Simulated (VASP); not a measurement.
# GaSb: single point with PBE

**The experiment to reproduce.**

From a printed reference work, data compilation, for a bulk crystal of GaSb at 4.2 K: band gap 0.811 eV (direct).

The system is GaSb.

```
Sb Ga
1.0
     0.00000    3.05900    3.05900
     3.05900    0.00000    3.05900
     3.05900    3.05900    0.00000
Sb Ga
1 1
Direct
  0.75000 0.75000 0.75000
  0.00000 0.00000 0.00000
```

```json
{"Program": "VASP 6.6.1", "Task": "single point", "Functional": "PBE", "Potentials or basis": "VASP PAW PBE potentials, release 64 (Sb, Ga_d)", "Cutoff": "520 eV", "k mesh": "8 × 8 × 8", "Occupations": "gaussian, width 0.018 eV", "Spin": "no spin polarisation"}
```

* Pressure: 2.4 GPa
* Band gap on the k mesh: 0.04 eV, direct

Levels at points of the mesh, in eV from the valence-band top:
```
           k point  band 7  band 8  band 9  band 10  band 11  band 12
(0.00, 0.00, 0.00)    0.00    0.00    0.00     0.04     2.78     2.78
(0.50, 0.00, 0.00)   -6.37   -1.15   -1.15     0.40     3.75     3.75
(0.50, 0.50, 0.00)   -6.81   -2.57   -2.57     0.90     1.25     8.68
```

Run time: 10 s on 1 thread of Intel(R) Xeon(R) 6975P-C (Granite Rapids), with other jobs on the host, peak memory 0.18 GiB.

A measured gap of GaSb is 0.811 eV (direct; 4.2 K; a printed reference work, data compilation); the calculated 0.04 eV misses it by -0.78 eV. Spin-orbit coupling on Ga, Sb is left out. The value is that of PBE on a finite k mesh, which can miss the band edges, without temperature or zero-point motion. Semilocal functionals fall short of measured gaps as a rule.

Caveat: spin-orbit coupling is left out, which moves the levels of the heavy elements.
